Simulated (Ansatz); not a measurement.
# ZrB2 (P6/mmm) in Ansatz: further runs

Runs on ZrB2. Level: r2SCAN. Tasks: single point, equation of state.

Program: Ansatz 0.2.0. These are calculated values, not measurements. Logs are shortened: lines on timing, memory, paths and dates and some standing lists are left out, and cuts for length are marked.

## 1. The structure

Symmetry: P6/mmm, No. 191, hexagonal system. Conventional cell: a = 3.170 Å, b = 3.170 Å, c = 3.533 Å, α = 90.00°, β = 90.00°, γ = 120.00°. Zr (site symmetry 6/mmm) is surrounded by 12 B at 2.54 Å. Around B (site symmetry -6m2) lie 3 B at 1.83 Å.

## 2. Single point, r2SCAN, 9.63 Å³/atom (volume scaled by 0.94)

input.yaml reads:

```yaml
crystal:
  lattice:
    - [3.1052879646, 0.0, 0.0]
    - [-1.5526439823, 2.6892582634, 0.0]
    - [0.0, 0.0, 3.4608777221]
  atoms:
    - { symbol: Zr, position: [0.0, 0.0, 0.0] }
    - { symbol: B, position: [0.6666666667, 0.3333333333, 0.5] }
    - { symbol: B, position: [0.3333333333, 0.6666666667, 0.5] }
hamiltonian:
  xc: r2scan
  pseudopotentials: { kind: paw }
kpoints:
  mp_grid: { grid: [10, 10, 8] }
scf:
  occupations: { method: fermi_dirac, width: 0.05 }
output:
  forces: true
  stress: true
  eigenvalues: true
```

Potentials or basis: Ansatz PAW.

Launch:

```sh
ansatz run input.yaml --threads 2 --pin off --max-ram 5632MiB --backend cpu --events-out ev --progress --plain --runs-dir out
```

Output:

```text
Warning: RAYON_NUM_THREADS=2 ignored (pool sized by the plan → 2); use --threads N
Engine: ansatz 0.2.0, x86_64-unknown-linux-gnu
Pseudopotentials: kind: paw
Pseudopotential: Zr, paw, valence charge 12, recommended cutoff 500 eV (meta_gga), Zr.paw.azcp
Pseudopotential: B, paw, valence charge 3, recommended cutoff 500 eV (meta_gga), B.paw.azcp
Functional definition: r2SCAN
  parameter k0 = 0.174
  parameter k1 = 0.065
  parameter a1 = 4.9479
  exchange = r2scan_x(k0 = k0, k1 = k1, a1 = a1)
  correlation = r2scan_c
Crystal: 3 atoms, lattice volume = 28.902 Å³
Basis set: ecut = 500 eV, 733 PW (Γ), exchange–correlation on 96×96×108 points (64 copies of the dense FFT grid, shifted against one another)
Bands: 13, of which v1, the nominal top of the filled ones, is band 9 counted from 1 (8 counted from 0)
Symmetry: 24 space group operations
Space group: P6/mmm (ITA 191), of the structure as read, at distance tolerance 3.1e-5 Å
k-points: 70 of 800
Non-local potential: Zr, projectors of the file, l = 0: 3, l = 1: 2, l = 2: 2, l = 3: 2
Non-local potential: B, projectors of the file, l = 0: 2, l = 1: 2, l = 2: 1
PAW form: soft (Blöchl's): semilocal exchange-correlation on the pseudo side does not see the compensation charge
PAW frozen core: Zr, regenerated for the run's functional (the file was generated under x = pbe(κ = 0.804, μ = 0.2195149727645171), c = pbe(β = 0.06672455060314922))
PAW frozen core: B, regenerated for the run's functional (the file was generated under x = pbe(κ = 0.804, μ = 0.2195149727645171), c = pbe(β = 0.06672455060314922))
PAW one-centre angular grid: Zr, 590 points (default); XC on 160 Gauss nodes
PAW one-centre angular grid: B, 302 points (default); XC on 160 Gauss nodes
Initial density: superposition of atomic densities (neutral atoms: chi_scale 0, normalization atom), corrected by the library's trained network
Initial wavefunctions: pseudopotential atomic-orbital guess
Functional: x = r2scan, c = r2scan; τ floored in thin density (d = 2e-4 eV/Å³)
SCF iter   1: F=—  HF=-4511.138577 eV  |F-HF|=—  |Δ(HF+E_count)|=         —  Δρ=6.18e-3  dr2=6.08e-3  dr2_τ=2.80e-1  ethr=1.77e-3  ⟨swp⟩=5.9  Hψ=5139  notcnv=0
preconditioner: auto → none  [insulator: Δε(μ)=0.199 eV  Ē_g=9.864 eV  σ=0.050 eV  W_gap=0.61  n_scr=8 (ndim 8)  ℏωp=21.8 eV  f_vac=0.000  D(μ)=0.31/eV (n_scr^D=0)  ε∞_Penn≈5.9]
SCF iter   2: F=—  HF=-4511.225339 eV  |F-HF|=—  |Δ(HF+E_count)|=   8.68e-2  Δρ=3.80e-3  dr2=1.51e-3  dr2_τ=1.99e-4  ethr=3.38e-5  ⟨swp⟩=2.0  Hψ=2380  notcnv=0
SCF iter   3: F=—  HF=-4511.226417 eV  |F-HF|=—  |Δ(HF+E_count)|=   1.08e-3  Δρ=6.33e-4  dr2=9.97e-5  dr2_τ=2.05e-5  ethr=8.41e-6  ⟨swp⟩=2.3  Hψ=1370  notcnv=0
SCF iter   4: F=—  HF=-4511.226448 eV  |F-HF|=—  |Δ(HF+E_count)|=   3.07e-5  Δρ=2.51e-4  dr2=4.03e-5  dr2_τ=3.45e-6  ethr=5.54e-7  ⟨swp⟩=2.0  Hψ=1456  notcnv=0
SCF iter   5: F=—  HF=-4511.226437 eV  |F-HF|=—  |Δ(HF+E_count)|=   1.13e-5  Δρ=5.97e-5  dr2=1.14e-6  dr2_τ=3.80e-8  ethr=2.24e-7  ⟨swp⟩=2.4  Hψ=1271  notcnv=0
SCF iter   6: F=-4511.226437 eV  HF=-4511.226437 eV  |F-HF|=4.03e-8  |Δ(HF+E_count)|=   4.62e-7  Δρ=1.08e-5  dr2=2.03e-8  dr2_τ=3.53e-9  ethr=5.56e-10  ⟨swp⟩=3.2  Hψ=3899  notcnv=0
SCF 1 converged in 6 iterations: F = -4511.226437 eV  dr2 = 2.03e-8
SCF converged after 6 iterations
Free energy (F): -4511.226437 eV
Harris-Foulkes:  -4511.226437 eV  (|F-HF|=4.03e-8)
Internal energy: -4511.223773 eV  (E = F + TS)
E sigma→0 (E₀):  -4511.225105 eV
Entropy (-TS):   -0.002664 eV (-0.888 meV/atom)
Fermi energy:    16.856447 eV
--- Per-component energies (eV) ---
  E_band       = -18.146965
  E_kinetic    = 440.229132
  E_local      = -522.772874  (includes V_loc(G=0)·N_el)
  E_nonlocal   = 100.108956
  E_hartree    = 167.179250
  E_xc         = -223.113864
  E_vxc        = -300.119015  (∫ρ·V_xc dr)
  E_paw        = -3131.081444  (= ΣΔE_a)
  E_vpaw       = -86.411032  (= ΣTr[D̂ρ^β])
  E_aug_tail   = 0.000007  (compensation charges beyond the density's cutoff)
  E_vtau       = 16.458592  (kinetic-family band-sum trace: ∫τ·v_τ [+ j·A + Jᵃ·Aᵃ] dr)
  E_ewald      = -1341.571311
  E_core_change = -0.201626  (= ΣΔE_core)
  E_smearing   = -0.002664  (= −TS)
  E_closure    = -0.000000  (closes the sum)
  Σ components = -4511.226437   (vs F -4511.226437, Δ=0.00e0)
--- Forces (eV/Å), atoms counted from 1 ---
  atom   1  Zr     0.00000000    -0.00000000     0.00000000
  atom   2  B      0.00000000     0.00000000     0.00000000
  atom   3  B      0.00000000    -0.00000000     0.00000000
  max |Σ_I F_I| component: 6.78e-32 eV/Å
--- Stress (GPa, compression-positive) ---
       17.533284       0.000000       0.000000
        0.000000      17.533284       0.000000
        0.000000       0.000000      18.901244
  P = ⅓ Tr σ = 17.9893 GPa (179.893 kbar)
--- Band table (eV; the first three rows and the last of 70) ---
  k-point 0: bands = ["-33.2513", "-10.7801", "-10.1092", "-10.1092", "3.0157", "14.0310", "14.0310", "14.1306", "14.3859", "20.8466", "20.8466", "21.7133", "21.7133"]
  k-point 1: bands = ["-33.2472", "-10.8562", "-10.1042", "-10.1042", "3.2819", "12.7933", "14.1931", "14.1931", "15.6688", "19.6970", "19.6970", "21.1713", "21.1713"]
  k-point 2: bands = ["-33.2373", "-11.0342", "-10.0918", "-10.0918", "3.9922", "11.3055", "14.6648", "14.6648", "17.0895", "18.4153", "18.4153", "19.9269", "19.9269"]
  k-point 69: bands = ["-33.0462", "-10.9760", "-10.8938", "-10.7548", "6.7829", "7.8339", "11.6332", "13.9063", "14.0161", "21.5436", "23.4705", "23.8033", "24.0553"]
```

Run time: 3 s. Hardware: 2 threads of AMD EPYC (Zen 3), shared host; peak memory 0.42 GiB.

What came out:

| Property | Result |
| --- | --- |
| Free energy | -4511.2264 eV |
| Pressure | 18.0 GPa |
| Band gap on the k mesh | none (metal or under the smearing width) |

Caveat: the PAW data sets come from PBE, with cores solved anew for the run's functional, which leaves a small shift of forces and pressure.

## 3. Single point, r2SCAN, 9.84 Å³/atom (volume scaled by 0.96)

input.yaml, as its differences from that of step 2:

```diff
@@ -2,5 +2,5 @@
   lattice:
-    - [3.1052879646, 0.0, 0.0]
-    - [-1.5526439823, 2.6892582634, 0.0]
-    - [0.0, 0.0, 3.4608777221]
+    - [3.1271569103, 0.0, 0.0]
+    - [-1.5635784551, 2.7081973259, 0.0]
+    - [0.0, 0.0, 3.4852509034]
   atoms:
@@ -20 +20,5 @@
   eigenvalues: true
+  write_density: true
+  write_potential: true
+  elf: true
+  volumetric_format: npy
```

Potentials or basis: Ansatz PAW.

Launch:

```sh
ansatz run input.yaml --threads 2 --pin off --max-ram 5632MiB --backend cpu --events-out ev --progress --plain --runs-dir out
```

Run time: 3.5 s. Hardware: 2 threads of AMD EPYC (Zen 3), shared host; peak memory 0.43 GiB.

The run converged. Its results:

```yaml
Free_energy: -4511.2832 eV
Pressure: 11.7 GPa
Band_gap_on_the_k_mesh: none (metal or under the smearing width)
```

Caveat: the PAW data sets come from PBE, with cores solved anew for the run's functional, which leaves a small shift of forces and pressure.

## 4. Single point, r2SCAN, 10.04 Å³/atom (volume scaled by 0.98)

input.yaml, as its differences from that of step 3:

```diff
@@ -2,5 +2,5 @@
   lattice:
-    - [3.1271569103, 0.0, 0.0]
-    - [-1.5635784551, 2.7081973259, 0.0]
-    - [0.0, 0.0, 3.4852509034]
+    - [3.1487241912, 0.0, 0.0]
+    - [-1.5743620956, 2.7268751391, 0.0]
+    - [0.0, 0.0, 3.5092878761]
   atoms:
@@ -20,5 +20 @@
   eigenvalues: true
-  write_density: true
-  write_potential: true
-  elf: true
-  volumetric_format: npy
```

Launch:

```sh
ansatz run input.yaml --threads 2 --pin off --max-ram 5632MiB --backend cpu --events-out ev --progress --plain --runs-dir out
```

It took 2.7 s on 2 threads of AMD EPYC (Zen 3), shared host; peak memory 0.42 GiB.

The run converged. Its results:

| Quantity | Value |
| --- | --- |
| Free energy | -4511.3169 eV |
| Pressure | 6.0 GPa |
| Band gap on the k mesh | none (metal or under the smearing width) |

Caveat: the PAW data sets come from PBE, with cores solved anew for the run's functional, which leaves a small shift of forces and pressure.

## 5. Single point, r2SCAN, 10.25 Å³/atom

input.yaml, as its differences from that of step 4:

```diff
@@ -2,5 +2,5 @@
   lattice:
-    - [3.1487241912, 0.0, 0.0]
-    - [-1.5743620956, 2.7268751391, 0.0]
-    - [0.0, 0.0, 3.5092878761]
+    - [3.17, 0.0, 0.0]
+    - [-1.585, 2.74530053, 0.0]
+    - [0.0, 0.0, 3.533]
   atoms:
```

Launch:

```sh
ansatz run input.yaml --threads 2 --pin off --max-ram 5632MiB --backend cpu --events-out ev --progress --plain --runs-dir out
```

Run time: 3.3 s. Hardware: 2 threads of AMD EPYC (Zen 3), shared host; peak memory 0.42 GiB.

The run converged. Its results:

```yaml
Free_energy: -4511.3298 eV
Pressure: 0.8 GPa
Band_gap_on_the_k_mesh: none (metal or under the smearing width)
```

Caveat: the PAW data sets come from PBE, with cores solved anew for the run's functional, which leaves a small shift of forces and pressure.

## 6. Single point, r2SCAN, 10.45 Å³/atom (volume scaled by 1.02)

input.yaml, as its differences from that of step 5:

```diff
@@ -2,5 +2,5 @@
   lattice:
-    - [3.17, 0.0, 0.0]
-    - [-1.585, 2.74530053, 0.0]
-    - [0.0, 0.0, 3.533]
+    - [3.1909939893, 0.0, 0.0]
+    - [-1.5954969947, 2.7634818581, 0.0]
+    - [0.0, 0.0, 3.5563980329]
   atoms:
```

Potentials or basis: Ansatz PAW.

Launch:

```sh
ansatz run input.yaml --threads 2 --pin off --max-ram 5632MiB --backend cpu --events-out ev --progress --plain --runs-dir out
```

Wall time 3.1 s (2 threads of AMD EPYC (Zen 3), shared host); peak memory 0.42 GiB.

It converged, with:

```
Free energy            : -4511.3237 eV
Pressure               : -3.9 GPa
Band gap on the k mesh : none (metal or under the smearing width)
```

Caveat: the PAW data sets come from PBE, with cores solved anew for the run's functional, which leaves a small shift of forces and pressure.

## 7. Single point, r2SCAN, 10.66 Å³/atom (volume scaled by 1.04)

input.yaml, as its differences from that of step 6:

```diff
@@ -2,5 +2,5 @@
   lattice:
-    - [3.1909939893, 0.0, 0.0]
-    - [-1.5954969947, 2.7634818581, 0.0]
-    - [0.0, 0.0, 3.5563980329]
+    - [3.2117153101, 0.0, 0.0]
+    - [-1.6058576551, 2.7814270483, 0.0]
+    - [0.0, 0.0, 3.5794921737]
   atoms:
@@ -20 +20,5 @@
   eigenvalues: true
+  write_density: true
+  write_potential: true
+  elf: true
+  volumetric_format: npy
```

Launch:

```sh
ansatz run input.yaml --threads 2 --pin off --max-ram 5632MiB --backend cpu --events-out ev --progress --plain --runs-dir out
```

It took 3.9 s on 2 threads of AMD EPYC (Zen 3), shared host; peak memory 0.43 GiB.

It converged, with:

```yaml
Free_energy: -4511.3004 eV
Pressure: -8.2 GPa
Band_gap_on_the_k_mesh: none (metal or under the smearing width)
```

Caveat: the PAW data sets come from PBE, with cores solved anew for the run's functional, which leaves a small shift of forces and pressure.

## 8. Single point, r2SCAN, 10.86 Å³/atom (volume scaled by 1.06)

input.yaml, as its differences from that of step 7:

```diff
@@ -2,5 +2,5 @@
   lattice:
-    - [3.2117153101, 0.0, 0.0]
-    - [-1.6058576551, 2.7814270483, 0.0]
-    - [0.0, 0.0, 3.5794921737]
+    - [3.2321726471, 0.0, 0.0]
+    - [-1.6160863235, 2.7991436218, 0.0]
+    - [0.0, 0.0, 3.6022921016]
   atoms:
```

Launch:

```sh
ansatz run input.yaml --threads 2 --pin off --max-ram 5632MiB --backend cpu --events-out ev --progress --plain --runs-dir out
```

Wall time 4 s (2 threads of AMD EPYC (Zen 3), shared host); peak memory 0.43 GiB.

The run converged. Its results:

| Quantity | Value |
| --- | --- |
| Free energy | -4511.2615 eV |
| Pressure | -12.0 GPa |
| Band gap on the k mesh | none (metal or under the smearing width) |

Caveat: the PAW data sets come from PBE, with cores solved anew for the run's functional, which leaves a small shift of forces and pressure.

## 9. Equation of state, r2SCAN

Potentials or basis: Ansatz PAW.

No new run: the results of the series are fitted here.

Results:

```
Equilibrium volume                        : 10.28 Å³/atom
Bulk modulus at fixed shape and positions : 244 GPa
Pressure derivative of the bulk modulus   : 3.9
```

Energy against volume, from the lowest point:
```
volume (Å³/atom)  energy (meV/atom)
           9.634              34.44
           9.839              15.52
          10.044               4.28
          10.249               0.00
          10.454               2.04
          10.659               9.80
          10.864              22.77
```

Caveat: the cell was scaled at fixed shape and fractional positions, which overstates the stiffness of a crystal with free parameters, most of all of layers and chains; the PAW data sets were made with another functional, which shifts forces and pressure a little.
